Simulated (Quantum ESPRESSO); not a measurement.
Runs of Quantum ESPRESSO 7.5 on HfO2. The structure is tetragonal, space group P4_2/nmc (No. 137). The conventional cell has a = 3.558 Å, b = 3.558 Å, c = 5.172 Å, α = 90.00°, β = 90.00°, γ = 90.00°. Around Hf (site symmetry -4m2) lie 4 O at 2.05 Å. O (site symmetry 2mm) is surrounded by 2 Hf at 2.05 Å. Measurements of this composition are mostly on another form, of space group No. 14.

```tsv
task	level	potentials or basis	k mesh	cutoff (eV)	form of the LDA correlation	SCF threshold	symmetry	mesh quality	gap on the mesh (eV)	pressure (GPa)	V0 of scaled cells (Å³/atom)	B0 (GPa)	largest force (eV/Å)
equation of state	LDA	GBRV 1.5 LDA	8 × 8 × 5	612	PZ81	1.2e-09 Ry	-	not flagged	-	-	10.67	278	-
equation of state	PBEsol	GBRV 1.5 PBEsol	8 × 8 × 5	612	-	1.2e-09 Ry	-	not flagged	-	-	10.92	(c)	-
band structure	r2SCAN	SG15 PBE 1.2	4 × 4 × 3	1197	-	1e-08 Ry	off	coarse	4.89	-2.9	-	-	0.15
band structure	LDA	GBRV 1.5 LDA	8 × 8 × 5	612	PZ81	1.2e-09 Ry	-	not flagged	(a)	(b)	-	-	0.04
single point	PBEsol	GBRV 1.5 PBEsol	8 × 8 × 5	612	-	1.2e-09 Ry	-	not flagged	4.69	0.0	-	-	0.09
band structure	PBEsol	GBRV 1.5 PBEsol	8 × 8 × 5	612	-	1.2e-09 Ry	-	not flagged	4.69	0.0	-	-	0.09
```

Alike in all rows: no spin polarisation; cell as given; smearing fermi-dirac 0.05 eV.

Question: Fill in the values left out.

Answer: (a) 4.59; (b) -6.3; (c) 260.

Caveats: some runs use coarse meshes; spin-orbit coupling is left out, which moves the levels of the heavy elements (some runs); the cell was scaled at fixed shape and fractional positions, which overstates the stiffness of a crystal with free parameters, most of all of layers and chains (some runs); the potentials were made for another functional, which shifts forces and pressure (some runs); an odd mesh through Γ misses points on the zone boundary, where band edges often lie (some runs).

A k mesh can miss the band edges, and the runs leave out spin-orbit coupling on Hf.

The runs don't all hold the same shells in valence.
